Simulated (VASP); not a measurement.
Wanted: the native input for a VASP 6.6.1 run.

| Item | Value |
| --- | --- |
| Task | single point |
| Functional | RPBE |
| Potentials or basis | VASP PAW PBE potentials, release 64 (Pt) |
| Cutoff | 520 eV |
| k mesh | 13 × 13 × 13 |
| Occupations | fermi-dirac, width 0.1 eV |
| Spin | no spin polarisation |
| Dipole correction | no |
| Further INCAR settings | ALGO = Fast; EDIFF = 1e-06; NBANDS = 11 |

The structure of Pt lies in POSCAR:

```
Pt
1.0
    2.6072149834      0.0000000000      0.0000000000
    0.0000000000      2.6072149834      0.0000000000
    0.0000000000      0.0000000000      2.6072149834
Pt
1
Direct
    0.0000000000      0.0000000000      0.0000000000
```

This isn't the form of Pt at room conditions, which is fcc.

These files were run (other wordings do the same):

INCAR

```
SYSTEM = Pt
ALGO = Fast
EDIFF = 1E-6
ENCUT = 520
GGA = RP
ISIF = 2
ISMEAR = -1
LASPH = .TRUE.
LCHARG = .FALSE.
LREAL = .FALSE.
LWAVE = .FALSE.
NBANDS = 11
NELM = 60
PREC = Accurate
SIGMA = 0.1
```

KPOINTS

```
k-points
0
G
  13 13 13
  0 0 0
```

Potentials or basis: VASP PAW PBE potentials, release 64 (Pt).

Run with:

```console
$ cat potpaw_PBE.64/Pt/POTCAR > POTCAR
$ mpirun -np 1 vasp_std > vasp.out
```

Results of the run:

```yaml
Pressure: 7.1 GPa
Band_gap_on_the_k_mesh: none (metal or under the smearing width)
```

Caveat: the PAW data sets were made with another functional, which shifts forces and pressure a little.

Run time: 8.7 s on 1 thread of Intel(R) Xeon(R) Platinum 8559C (Emerald Rapids) (shared host), peak memory 0.13 GiB.
